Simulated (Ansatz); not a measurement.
# Si: the cost of one run

All numbers below are computed with Ansatz 0.2 development build (DFT, PBE, PAW hard, scalar-relativistic).

### Step 1. The cell

It holds 32 Si; a = 10.862 Å, b = 10.862 Å, c = 5.431 Å, α = 90.00°, β = 90.00°, γ = 90.00°; 20.02 Å³ an atom; space group P1.

Cell or atoms stand a little off a more symmetric structure (Fd-3m at a tolerance of 0.3 Å), so results at this geometry aren't those of that ideal crystal.

### Step 2. Running it

input.yaml reads:

```yaml
crystal:
  lattice:
    - [10.8620, 0.0, 0.0]
    - [0.0, 10.8620, 0.0]
    - [0.0, 0.0, 5.4310]
  atoms:
    - { symbol: Si, position: [0.00920641, 0.00552384, 0.00552384] }
    - { symbol: Si, position: [0.12500000, 0.12500000, 0.25000000] }
    - { symbol: Si, position: [0.00000000, 0.25000000, 0.50000000] }
    - { symbol: Si, position: [0.12500000, 0.37500000, 0.75000000] }
    - { symbol: Si, position: [0.25000000, 0.00000000, 0.50000000] }
    - { symbol: Si, position: [0.37500000, 0.12500000, 0.75000000] }
    - { symbol: Si, position: [0.25000000, 0.25000000, 0.00000000] }
    - { symbol: Si, position: [0.37500000, 0.37500000, 0.25000000] }
    - { symbol: Si, position: [0.00000000, 0.50000000, 0.00000000] }
    - { symbol: Si, position: [0.12500000, 0.62500000, 0.25000000] }
    - { symbol: Si, position: [0.00000000, 0.75000000, 0.50000000] }
    - { symbol: Si, position: [0.12500000, 0.87500000, 0.75000000] }
    - { symbol: Si, position: [0.25000000, 0.50000000, 0.50000000] }
    - { symbol: Si, position: [0.37500000, 0.62500000, 0.75000000] }
    - { symbol: Si, position: [0.25000000, 0.75000000, 0.00000000] }
    - { symbol: Si, position: [0.37500000, 0.87500000, 0.25000000] }
    - { symbol: Si, position: [0.50000000, 0.00000000, 0.00000000] }
    - { symbol: Si, position: [0.62500000, 0.12500000, 0.25000000] }
    - { symbol: Si, position: [0.50000000, 0.25000000, 0.50000000] }
    - { symbol: Si, position: [0.62500000, 0.37500000, 0.75000000] }
    - { symbol: Si, position: [0.75000000, 0.00000000, 0.50000000] }
    - { symbol: Si, position: [0.87500000, 0.12500000, 0.75000000] }
    - { symbol: Si, position: [0.75000000, 0.25000000, 0.00000000] }
    - { symbol: Si, position: [0.87500000, 0.37500000, 0.25000000] }
    - { symbol: Si, position: [0.50000000, 0.50000000, 0.00000000] }
    - { symbol: Si, position: [0.62500000, 0.62500000, 0.25000000] }
    - { symbol: Si, position: [0.50000000, 0.75000000, 0.50000000] }
    - { symbol: Si, position: [0.62500000, 0.87500000, 0.75000000] }
    - { symbol: Si, position: [0.75000000, 0.50000000, 0.50000000] }
    - { symbol: Si, position: [0.87500000, 0.62500000, 0.75000000] }
    - { symbol: Si, position: [0.75000000, 0.75000000, 0.00000000] }
    - { symbol: Si, position: [0.87500000, 0.87500000, 0.25000000] }
basis:
  ecutwfc: 460 eV
kpoints:
  mp_grid: {grid: [1, 1, 1], shift: [0.5, 0.5, 0.5]}
hamiltonian:
  xc: pbe
  pseudopotentials: {kind: paw, source: ansatz}
scf:
  convergence: {dr2_threshold: 1.0e-9 eV}
  occupations: {method: fixed}
output:
  active_space:
    virtuals_per_pair: 2
```

Command:

```bash
> ansatz run input.yaml --threads 11 --events-out ev
```

**Question.** How long does this run take on 1 × NVIDIA GB300 with 11 threads of Arm Neoverse V2 (Grace), shared host, and how much memory does it need?

About 86 s, with a peak of 2.6 GiB on the host and 6.5 GiB on a GPU.
